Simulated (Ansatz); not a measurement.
The calculation used DFT PBE, scalar-relativistic, plane waves, PAW in Ansatz 0.2.0.

Cutoff 420 eV; k points 10×10×4 on the computed 4-atom cell (Γ-centred); Gaussian smearing, width 0.02 eV; no spin polarisation.

Structure with the computed forces (eV/Å) in the last three columns:

```xyz
4
Lattice="2.6521 -1.5513 0.0729 2.6521 1.5513 0.0729 -1.2914 0.0000 7.1835" Properties=species:S:1:pos:R:3:forces:R:3 pbc="T T T" pressure_GPa=-8.72
F     4.0095   -0.5792    0.8824   -0.1700   -0.8130   -3.1810
F     0.6491   -0.5792    2.8552    0.1700   -0.8130    3.1810
F     0.0033    0.5792    6.4469    0.1700    0.8130    3.1810
F     3.3637    0.5792    4.4741   -0.1700    0.8130   -3.1810
```

Stress tensor (GPa, compression positive):

```
  1.53   0.00  -0.94
  0.00  -0.39   0.00
 -0.94   0.00 -27.32
```

The cell holds molecules, and where no dispersion correction was added their binding is poorly described.